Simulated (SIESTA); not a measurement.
Here is a SIESTA 5.4.2 calculation.

The input run.py:

```python
from ase import Atoms
from ase.calculators.siesta import Siesta
from ase.units import Ry, GPa

atoms = Atoms(
    ['Pb', 'Se'],
    cell=[
        [0.0, 3.06065, 3.06065],
        [3.06065, 0.0, 3.06065],
        [3.06065, 3.06065, 0.0],
    ],
    scaled_positions=[
        [0.0, 0.0, 0.0],
        [0.5, 0.5, 0.5],
    ],
    pbc=True,
)

fdf = {
    'SCFMustConverge': False,
    'OccupationFunction': 'FD',
    'ElectronicTemperature': '0.05 eV',
    'MaxSCFIterations': '120',
    'SCF.Mixer.Method': 'Pulay',
    'SCF.Mixer.Weight': '0.25',
    'SCF.Mixer.History': '8',
    'SCF.DM.Tolerance': '5.0e-05',
    'SCF.H.Tolerance': '1.0e-03 eV',
    'WriteForces': 'true',
    'Charge.Mulliken': 'end',
    'Charge.Hirshfeld': 'end',
    'Charge.Voronoi': 'end',
    'SaveRho': 'true',
    'SaveElectrostaticPotential': 'true',
    'OpticalCalculation': 'true',
    'Optical.Energy.Minimum': '0.0 eV',
    'Optical.Energy.Maximum': '40 eV',
    'Optical.Broaden': '0.1 eV',
    'Optical.Mesh': ['6 6 6'],
    'Optical.OffsetMesh': 'true',
    'Optical.PolarizationType': 'polycrystal',
    'PAO.Basis': ['Pb.1 4', 'n=6 0 2', '  6.167 0.000', 'n=6 1 2', '  8.915 0.000', 'n=5 2 2', '  4.155 0.000', 'n=6 2 1', '  8.915', 'Se.2 4', 'n=4 0 2', '  5.139 0.000', 'n=4 1 2', '  6.735 0.000', 'n=3 2 2', '  2.657 0.000', 'n=4 2 1', '  6.735'],
}
calc = Siesta(
    label="PbSe",
    command="siesta < PREFIX.fdf > PREFIX.out",
    pseudo_path="pseudos",
    pseudo_qualifier="",
    xc=('GGA', 'PBE'),
    basis_set="DZP",
    mesh_cutoff=500 * Ry,
    energy_shift=0.003 * Ry,
    kpts=[6, 6, 6],
    spin="non-polarized",
    fdf_arguments=fdf,
)
atoms.calc = calc

print(f"energy = {atoms.get_potential_energy():.6f} eV")
free = atoms.get_potential_energy(force_consistent=True)
print(f"free energy = {free:.6f} eV")
print("forces (eV/A):")
print(atoms.get_forces(apply_constraint=False).round(6))
print("stress (GPa, Voigt order, tension positive):", (atoms.get_stress() / GPa).round(4))
```

Potentials or basis: PseudoDojo 0.4 standard (PBE files), DZP (energy shift 0.003 Ry; two zetas on semicore shells).

Launch:

```bash
$ python run.py
```

Task: Estimate the Hirshfeld charges.

Result: Pb +0.22; Se -0.22 e.

Task: Predict the Voronoi charges.

Result: Pb +0.28; Se -0.28 e.

Task: Estimate the pressure.

Result: 3.7 GPa.

Task: Estimate the band gap on the k mesh.

Result: 0.36 eV, direct.

Dielectric function (mean over the directions given):
```tsv
energy (eV)	real part	imaginary part
0.26	18.00	0.00
1.17	26.61	0.27
2.21	33.50	28.54
3.25	12.77	17.03
4.29	-7.70	2.56
5.33	-4.21	2.60
6.37	-1.30	1.71
7.41	-2.04	1.57
8.45	-1.57	4.34
9.49	-1.16	0.95
10.53	-1.82	1.87
11.57	-0.54	1.07
12.61	-0.35	0.62
13.65	-0.60	0.63
14.69	-0.06	0.24
15.73	0.30	0.38
16.77	0.43	0.17
17.81	0.71	0.32
18.85	0.73	0.98
19.89	0.16	1.05
```

Caveat: the basis holds too few empty states to meet the f-sum rule, so the spectrum is short of weight at high energy; spectra need much finer meshes, so this one isn't converged; independent-particle spectra lack excitons; spin-orbit coupling is left out, which as a rule narrows the gap of such compounds by several tenths of an eV; the basis of atomic orbitals isn't converged, which shifts pressures, moduli and gaps.

**What was measured.**

A printed reference work, monograph reports, for a bulk crystal of PbSe at 300 K: band gap 0.28 eV (direct).

Against the measured gap of PbSe, 0.28 eV (direct; 300 K; a printed reference work, monograph), the calculated 0.36 eV is off by +0.08 eV. 2 values of this kind are on record (0.15 to 0.28 eV); this one was drawn at random. Spin-orbit coupling on Pb, Se is left out. The value is that of PBE in an atomic basis (PseudoDojo 0.4 standard (PBE files), DZP (energy shift 0.003 Ry; two zetas on semicore shells)), whose error adds to the functional's, on a finite k mesh, which can miss the band edges, without temperature or zero-point motion.
